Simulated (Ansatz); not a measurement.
The cell is ZnF2 built on the rutile prototype; cell and atoms were relaxed with r2SCAN. Zn has 6 F at 2.02–2.04 Å; F has 3 Zn at 2.02–2.04 Å.

Space group P4_2/mnm (No. 136). a = 4.703 Å, b = 4.703 Å, c = 3.127 Å, α = 90.00°, β = 90.00°, γ = 90.00°
```tsv
atom	site	symmetry	x	y	z
Zn	2a	m.mm	0.0000	0.0000	0.0000
F	4f	m.2m	0.3032	0.3032	0.0000
```

The questions ask for values computed with Ansatz 0.2.0 on this geometry. Spin-unpolarised throughout; all numbers are computed.

Given (6×6×8 mesh): The PBE gap is direct at Γ: 3.58 eV.

Q: Estimate the gap with r2SCAN on 6×6×8.

A: With r2SCAN the gap is 4.28 eV and direct, at Γ. The gap differs by +0.70 eV from PBE's.

Q: Estimate the gap with HSE06 on 4×4×6.

A: With HSE06 the valence top lies at R and the conduction bottom at Γ, 6.16 eV higher; the smallest vertical gap, at Γ, is 6.17 eV. Least and direct gap differ so little that the kind isn't settled. The gap differs by +2.58 eV from PBE's.

Q: What does PBE0 give for the gap (4×4×6 mesh)?

A: PBE0 gives an indirect gap of 6.90 eV, from R to Γ; the least direct gap is 6.92 eV at Γ. Least and direct gap differ so little that the kind isn't settled. The gap differs by +3.32 eV from PBE's.

Q: What are ε∞ and the Born charges with r2SCAN?

A: The clamped-ion dielectric constant comes out as 2.38 along x and y, 2.48 along z. Born charges, averaged over directions: Zn +2.29, F -1.15 e.

The meshes of the hybrids are coarse, so their gaps aren't converged to the digits shown.
